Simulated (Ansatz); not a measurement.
# Ni: pulling the crystal apart

This session takes Ni and sets out to open the crystal across a (0 0 1) plane.

Computed with Ansatz 0.2.0 (DFT PBEsol, scalar-relativistic, plane waves, PAW, unless a step's input says otherwise).

4 further runs of the same task are left out: 4 set aside as unsound or not needed.

## (1) The structure to begin with

The structure is cubic, space group Fm-3m (No. 225). The conventional cell has a = 3.463 Å, b = 3.463 Å, c = 3.463 Å, α = 90.00°, β = 90.00°, γ = 90.00°. Around Ni (site symmetry m-3m) lie 12 Ni at 2.45 Å.

Structure file:

```cif
data_structure
_symmetry_space_group_name_H-M 'Fm-3m'
_symmetry_Int_Tables_number 225
_cell_length_a 3.4632
_cell_length_b 3.4632
_cell_length_c 3.4632
_cell_angle_alpha 90.000
_cell_angle_beta 90.000
_cell_angle_gamma 90.000
_cell_volume 41.53
loop_
_atom_site_label
_atom_site_type_symbol
_atom_site_symmetry_multiplicity
_atom_site_Wyckoff_symbol
_atom_site_fract_x
_atom_site_fract_y
_atom_site_fract_z
_atom_site_occupancy
Ni1 Ni 4 a 0.00000 0.00000 0.00000 1
```

It is built from the cell relaxed beforehand with the same method (10.38 Å³/atom).

## (2) The reference: the undisturbed cell on the scan's mesh

Contents of input.yaml:

```yaml
crystal:
  lattice:
    - [-1.7315753458, -1.7315753458, 0.0]
    - [1.7315753458, -1.7315753458, 0.0]
    - [0.0, 0.0, 10.3894520751]
  atoms:
    - { symbol: Ni, position: [0.0, 0.0, 0.0], spin: 0.73 }
    - { symbol: Ni, position: [0.5, 0.5, 0.1666666667], spin: 0.73 }
    - { symbol: Ni, position: [0.0, 0.0, 0.3333333333], spin: 0.73 }
    - { symbol: Ni, position: [0.5, 0.5, 0.5], spin: 0.73 }
    - { symbol: Ni, position: [0.0, 0.0, 0.6666666667], spin: 0.73 }
    - { symbol: Ni, position: [0.5, 0.5, 0.8333333333], spin: 0.73 }
basis:
  ecutwfc: 420
kpoints:
  mp_grid: { grid: [24, 24, 6] }
hamiltonian:
  xc: pbesol
scf:
  occupations: { method: gaussian, width: 0.15 }
output:
  forces: true
  stress: true
  eigenvalues: true
  populations: true
magnetization:
  spin_polarized: true
```

Run with:

```bash
ansatz run input.yaml --threads 2 --pin off --max-ram 5120MiB --backend cpu --events-out ev --progress --plain --runs-dir out
```

What it wrote, cut to the lines that bear on the results:

```text
Warning: RAYON_NUM_THREADS=2 ignored (pool sized by the plan → 2); use --threads N
[...]
Pseudopotentials: kind: paw
Pseudopotential: Ni, paw, valence charge 18, recommended cutoff 420 eV (normal), Ni.paw.azcp
Functional definition: PBEsol
[...]
Crystal: 6 atoms, lattice volume = 62.302 Å³
Basis set: ecut = 420 eV, 1195 PW (Γ), exchange–correlation on 36×36×144 points (8 copies of the dense FFT grid, shifted against one another)
Bands: 68, of which v1, the nominal top of the filled ones, is band 54 counted from 1 (53 counted from 0)
Symmetry: 96 space group operations
Space group: Fm-3m (ITA 225), of the structure as read, at distance tolerance 4.0e-5 Å
Magnetic group: BNS 225.116 (UNI 1618), of the structure as read, at distance tolerance 4.0e-5 Å
k-points: 364 of 3456
[...]
Starting moments: Σ|m| = 4.38 μB on 6 of 6 sites
[...]
SCF iter   1: F=—  HF=-34825.831147 eV  |F-HF|=—  |Δ(HF+E_count)|=         —  Δρ=9.75e-2 (↑2.54e-2 ↓9.75e-2)  dr2=5.44e0  dr2_m=7.80e-1  M=4.928 μB ∫|m|=5.197 μB  β_m=0.30  ethr=3.10e-3  ⟨swp⟩=4.6  Hψ=148065  notcnv=0  defer=947
[...]
spin=Collinear: Kerker preconditioning applied to the charge; magnetization (m = ρ↑ − ρ↓) channel mixes plain (no charge-response kernel on spin).
[...]
SCF iter  11: F=-34829.896074 eV  HF=-34829.896074 eV  |F-HF|=3.71e-10  |Δ(HF+E_count)|=   6.05e-9  Δρ=1.25e-6 (↑4.51e-7 ↓1.25e-6)  dr2=6.90e-10  dr2_m=1.22e-10  M=3.736 μB ∫|m|=4.205 μB  ethr=1.87e-11  ⟨swp⟩=6.4  Hψ=205222  notcnv=0
[...]
SCF converged after 11 iterations
Magnetization: 3.7359 μB (55.8680 up, 52.1320 down)
Absolute magnetization: 4.2093 μB (∫|ρ↑−ρ↓|, with the PAW one-centre terms)
Spin contamination: 0.0332 ħ² per cell (⟨S²⟩ above its minimum at these occupations)
Per-site moments (μB) at R_I (Å): [(0.6566258661206031, 1.0101371520492624), (0.656625866120603, 1.0101371520492624), (0.6566258661206031, 1.0101371520492624), (0.6566258661206031, 1.0101371520492624), (0.656625866120603, 1.0101371520492624), (0.6566258661206031, 1.0101371520492624)]
Free energy (F): -34829.896074 eV
[...]
E sigma→0 (E₀):  -34829.839209 eV
Entropy (-TS):   -0.113732 eV (-18.955 meV/atom)
Fermi energy:    19.086196 eV
[...]
--- Forces (eV/Å), atoms counted from 1 ---
  atom   1  Ni     0.00000000     0.00000000     0.00000000
  atom   2  Ni     0.00000000     0.00000000     0.00000000
  atom   3  Ni     0.00000000     0.00000000    -0.00000000
  atom   4  Ni     0.00000000     0.00000000     0.00000000
  atom   5  Ni    -0.00000000     0.00000000    -0.00000000
  atom   6  Ni     0.00000000    -0.00000000    -0.00000000
[...]
--- Stress (GPa, compression-positive) ---
        0.073621      -0.000000      -0.000000
        0.000000       0.073621       0.000000
       -0.000000       0.000000       0.040520
  P = ⅓ Tr σ = 0.0626 GPa (0.626 kbar)
--- Band table (eV; the first three rows and the last of 728) ---
[...]
--- Löwdin populations: 6 sites ---
  site symbol       q [e]    m [muB]
     0     Ni     17.7757     0.6495
     1     Ni     17.7757     0.6495
     2     Ni     17.7757     0.6495
     3     Ni     17.7757     0.6495
     4     Ni     17.7757     0.6495
     5     Ni     17.7757     0.6495
  spilling = 0.012459 (of n_electrons = 108.000000)
```

Wall time 2.6 min (2 threads of Arm Neoverse V1, shared host); peak memory 2.1 GiB.

Per atom:

| atom | moment in the atom's sphere (μB) | Löwdin electrons |
| --- | --- | --- |
| Ni1 | 0.66 | 17.78 |
| Ni2 | 0.66 | 17.78 |
| Ni3 | 0.66 | 17.78 |
| Ni4 | 0.66 | 17.78 |
| Ni5 | 0.66 | 17.78 |
| Ni6 | 0.66 | 17.78 |

The Löwdin counts miss 1.35 of the 108 electrons, which the atomic orbitals do not span, so they are no charges.

The cell is repeated 6 times, 6 atoms in all. Reference values: F = -34829.8961 eV; pressure 0.06 GPa; largest force 0.000 eV/Å; gap on the mesh none (metal).

## (3) Setting up pulling the crystal apart

The cut lies on the cell's a–b face, a (0 0 1) plane of area 6.00 Å², between layers 1.73 Å apart (Ni below, Ni above); the cell is 10.4 Å thick. Vector c is lengthened by d along the normal with the atoms' Cartesian places fixed: one unrelaxed cut per cell.

## (4) At d = 1.00 Å

Contents of input.yaml:

```yaml
crystal:
  lattice:
    - [-1.7315753458, -1.7315753458, 0.0]
    - [1.7315753458, -1.7315753458, 0.0]
    - [0.0, 0.0, 11.3894520751]
  atoms:
    - { symbol: Ni, position: [0.0, 0.0, 0.8361676384], spin: 0.73 }
    - { symbol: Ni, position: [0.5, 0.5, 0.0760014187], spin: 0.73 }
    - { symbol: Ni, position: [0.0, 0.0, 0.2280346626], spin: 0.73 }
    - { symbol: Ni, position: [0.5, 0.5, 0.3800679066], spin: 0.73 }
    - { symbol: Ni, position: [0.0, 0.0, 0.5321011505], spin: 0.73 }
    - { symbol: Ni, position: [0.5, 0.5, 0.6841343945], spin: 0.73 }
basis:
  ecutwfc: 420
kpoints:
  mp_grid: { grid: [24, 24, 6] }
hamiltonian:
  xc: pbesol
scf:
  occupations: { method: gaussian, width: 0.15 }
output:
  forces: true
  stress: true
  eigenvalues: true
  populations: true
magnetization:
  spin_polarized: true
```

Run with:

```bash
ansatz run input.yaml --threads 2 --pin off --max-ram 5120MiB --backend cpu --events-out ev --progress --plain --runs-dir out
```

What it wrote, cut to the lines that bear on the results:

```text
Warning: RAYON_NUM_THREADS=2 ignored (pool sized by the plan → 2); use --threads N
[...]
[... 3 set-up lines as earlier in the session ...]
[...]
Crystal: 6 atoms, lattice volume = 68.299 Å³
Basis set: ecut = 420 eV, 1303 PW (Γ), exchange–correlation on 36×36×160 points (8 copies of the dense FFT grid, shifted against one another)
Bands: 68, of which v1, the nominal top of the filled ones, is band 54 counted from 1 (53 counted from 0)
Symmetry: 16 space group operations
Space group: P4/nmm (ITA 129), of the structure as read, at distance tolerance 4.1e-5 Å
Magnetic group: BNS 129.411 (UNI 1071), of the structure as read, at distance tolerance 4.1e-5 Å
k-points: 364 of 3456
[...]
Starting moments: Σ|m| = 4.38 μB on 6 of 6 sites
[...]
Entropy (-TS):   -0.119679 eV (-19.947 meV/atom)
Fermi energy:    17.008240 eV
[...]
--- Forces (eV/Å), atoms counted from 1 ---
  atom   1  Ni     0.00000000     0.00000000     0.83899343
  atom   2  Ni     0.00000000     0.00000000    -0.83899343
  atom   3  Ni    -0.00000000     0.00000000    -0.31659655
  atom   4  Ni     0.00000000    -0.00000000    -0.00567993
  atom   5  Ni     0.00000000    -0.00000000     0.00567993
  atom   6  Ni    -0.00000000     0.00000000     0.31659655
[...]
--- Stress (GPa, compression-positive) ---
       -4.848403      -0.000000       0.000000
       -0.000000      -4.848403       0.000000
        0.000000       0.000000      -9.206751
  P = ⅓ Tr σ = -6.3012 GPa (-63.012 kbar)
--- Band table (eV; the first three rows and the last of 728) ---
[...]
--- Löwdin populations: 6 sites ---
  site symbol       q [e]    m [muB]
     0     Ni     17.7829     0.7148
     1     Ni     17.7829     0.7148
     2     Ni     17.7700     0.6690
     3     Ni     17.7820     0.6476
     4     Ni     17.7820     0.6476
     5     Ni     17.7700     0.6690
  spilling = 0.012316 (of n_electrons = 108.000000)
```

Run time: 4.2 min. Hardware: 2 threads of Arm Neoverse V1, shared host; peak memory 2.2 GiB.

Site by site:

| atom | moment in the atom's sphere (μB) | Löwdin electrons |
| --- | --- | --- |
| Ni1 | 0.72 | 17.78 |
| Ni2 | 0.72 | 17.78 |
| Ni3 | 0.68 | 17.77 |
| Ni4 | 0.66 | 17.78 |
| Ni5 | 0.66 | 17.78 |
| Ni6 | 0.68 | 17.77 |

The Löwdin counts miss 1.33 of the 108 electrons, which the atomic orbitals do not span, so they are no charges.

## (5) d = 3.00 Å

Contents of input.yaml:

```yaml
crystal:
  lattice:
    - [-1.7315753458, -1.7315753458, 0.0]
    - [1.7315753458, -1.7315753458, 0.0]
    - [0.0, 0.0, 13.3894520751]
  atoms:
    - { symbol: Ni, position: [0.0, 0.0, 0.7112681827], spin: 0.73 }
    - { symbol: Ni, position: [0.5, 0.5, 0.0646489872], spin: 0.73 }
    - { symbol: Ni, position: [0.0, 0.0, 0.1939728263], spin: 0.73 }
    - { symbol: Ni, position: [0.5, 0.5, 0.3232966654], spin: 0.73 }
    - { symbol: Ni, position: [0.0, 0.0, 0.4526205045], spin: 0.73 }
    - { symbol: Ni, position: [0.5, 0.5, 0.5819443436], spin: 0.73 }
basis:
  ecutwfc: 420
kpoints:
  mp_grid: { grid: [24, 24, 6] }
hamiltonian:
  xc: pbesol
scf:
  occupations: { method: gaussian, width: 0.15 }
output:
  forces: true
  stress: true
  eigenvalues: true
  populations: true
magnetization:
  spin_polarized: true
```

Run with:

```bash
ansatz run input.yaml --threads 2 --pin off --max-ram 5120MiB --backend cpu --events-out ev --progress --plain --runs-dir out
```

What it wrote, cut to the lines that bear on the results:

```text
Warning: RAYON_NUM_THREADS=2 ignored (pool sized by the plan → 2); use --threads N
[...]
[... 3 set-up lines as earlier in the session ...]
[...]
Crystal: 6 atoms, lattice volume = 80.293 Å³
Basis set: ecut = 420 eV, 1525 PW (Γ), exchange–correlation on 36×36×180 points (8 copies of the dense FFT grid, shifted against one another)
Bands: 68, of which v1, the nominal top of the filled ones, is band 54 counted from 1 (53 counted from 0)
[... 1 set-up line as earlier in the session ...]
Space group: P4/nmm (ITA 129), of the structure as read, at distance tolerance 4.3e-5 Å
Magnetic group: BNS 129.411 (UNI 1071), of the structure as read, at distance tolerance 4.3e-5 Å
k-points: 364 of 3456
[...]
Starting moments: Σ|m| = 4.38 μB on 6 of 6 sites
[...]
Entropy (-TS):   -0.114844 eV (-19.141 meV/atom)
Fermi energy:    13.761112 eV
[...]
--- Forces (eV/Å), atoms counted from 1 ---
  atom   1  Ni     0.00000000     0.00000000    -0.29620822
  atom   2  Ni     0.00000000     0.00000000     0.29620822
  atom   3  Ni    -0.00000000     0.00000000    -0.40318066
  atom   4  Ni     0.00000000     0.00000000     0.00279728
  atom   5  Ni     0.00000000     0.00000000    -0.00279728
  atom   6  Ni    -0.00000000     0.00000000     0.40318066
[...]
--- Stress (GPa, compression-positive) ---
       -4.820807       0.000000       0.000000
       -0.000000      -4.820807       0.000000
        0.000000       0.000000      -2.808194
  P = ⅓ Tr σ = -4.1499 GPa (-41.499 kbar)
--- Band table (eV; the first three rows and the last of 728) ---
[...]
--- Löwdin populations: 6 sites ---
  site symbol       q [e]    m [muB]
     0     Ni     17.7996     0.7545
     1     Ni     17.7996     0.7545
     2     Ni     17.7689     0.6698
     3     Ni     17.7806     0.6497
     4     Ni     17.7806     0.6497
     5     Ni     17.7689     0.6698
  spilling = 0.012053 (of n_electrons = 108.000000)
```

It took 5.1 min on 2 threads of Arm Neoverse V1, shared host; peak memory 2.4 GiB.

## (6) At d = 0.50 Å

Contents of input.yaml:

```yaml
crystal:
  lattice:
    - [-1.7315753458, -1.7315753458, 0.0]
    - [1.7315753458, -1.7315753458, 0.0]
    - [0.0, 0.0, 10.8894520751]
  atoms:
    - { symbol: Ni, position: [0.0, 0.0, 0.8745611055], spin: 0.73 }
    - { symbol: Ni, position: [0.5, 0.5, 0.0794910992], spin: 0.73 }
    - { symbol: Ni, position: [0.0, 0.0, 0.2385051005], spin: 0.73 }
    - { symbol: Ni, position: [0.5, 0.5, 0.3975191017], spin: 0.73 }
    - { symbol: Ni, position: [0.0, 0.0, 0.556533103], spin: 0.73 }
    - { symbol: Ni, position: [0.5, 0.5, 0.7155471042], spin: 0.73 }
basis:
  ecutwfc: 420
kpoints:
  mp_grid: { grid: [24, 24, 6] }
hamiltonian:
  xc: pbesol
scf:
  occupations: { method: gaussian, width: 0.15 }
output:
  forces: true
  stress: true
  eigenvalues: true
  populations: true
magnetization:
  spin_polarized: true
```

Run with:

```bash
ansatz run input.yaml --threads 2 --pin off --max-ram 5120MiB --backend cpu --events-out ev --progress --plain --runs-dir out
```

What it wrote, cut to the lines that bear on the results:

```text
Warning: RAYON_NUM_THREADS=2 ignored (pool sized by the plan → 2); use --threads N
[...]
[... 3 set-up lines as earlier in the session ...]
[...]
Crystal: 6 atoms, lattice volume = 65.301 Å³
Basis set: ecut = 420 eV, 1245 PW (Γ), exchange–correlation on 36×36×150 points (8 copies of the dense FFT grid, shifted against one another)
Bands: 68, of which v1, the nominal top of the filled ones, is band 54 counted from 1 (53 counted from 0)
[... 1 set-up line as earlier in the session ...]
Space group: P4/nmm (ITA 129), of the structure as read, at distance tolerance 4.0e-5 Å
Magnetic group: BNS 129.411 (UNI 1071), of the structure as read, at distance tolerance 4.0e-5 Å
k-points: 364 of 3456
[...]
Starting moments: Σ|m| = 4.38 μB on 6 of 6 sites
[...]
Entropy (-TS):   -0.120188 eV (-20.031 meV/atom)
Fermi energy:    17.994372 eV
[...]
--- Forces (eV/Å), atoms counted from 1 ---
  atom   1  Ni    -0.00000000     0.00000000     1.16033162
  atom   2  Ni    -0.00000000     0.00000000    -1.16033162
  atom   3  Ni     0.00000000     0.00000000    -0.21173699
  atom   4  Ni     0.00000000     0.00000000    -0.00545031
  atom   5  Ni     0.00000000     0.00000000     0.00545031
  atom   6  Ni     0.00000000     0.00000000     0.21173699
[...]
--- Stress (GPa, compression-positive) ---
       -4.188163       0.000000       0.000000
        0.000000      -4.188163       0.000000
        0.000000       0.000000      -8.806147
  P = ⅓ Tr σ = -5.7275 GPa (-57.275 kbar)
--- Band table (eV; the first three rows and the last of 728) ---
[...]
--- Löwdin populations: 6 sites ---
  site symbol       q [e]    m [muB]
     0     Ni     17.7780     0.6741
     1     Ni     17.7780     0.6741
     2     Ni     17.7714     0.6646
     3     Ni     17.7795     0.6497
     4     Ni     17.7795     0.6497
     5     Ni     17.7714     0.6646
  spilling = 0.012427 (of n_electrons = 108.000000)
```

It took 3.9 min on 2 threads of Arm Neoverse V1, shared host; peak memory 2.1 GiB.

## (7) Results of the scan

Collected from the runs (energy zero: the undisturbed cell):

| d (Å) | energy (J/m²) | traction (GPa) | moment (μB/cell) |
| --- | --- | --- | --- |
| 0.00 | 0.00 | 0.0 | 3.74 |
| 0.50 | 1.22 | 36.2 | 3.81 |
| 1.00 | 2.94 | 30.1 | 3.89 |
| 3.00 | 5.29 | 1.9 | 3.97 |

## (8) Outcome

| quantity | value |
| --- | --- |
| energy at d = 3.00 Å | 5.29 J/m² |
| largest traction sampled | 36.2 GPa at d = 0.50 Å |

What this shows: At the widest gap sampled, 3.00 Å, the traction is still 1.9 GPa, so 5.29 J/m² is not yet the full work of separation. The traction peaks at 36.2 GPa near 0.50 Å, an estimate of the ideal strength of rigid blocks on this coarse sampling.
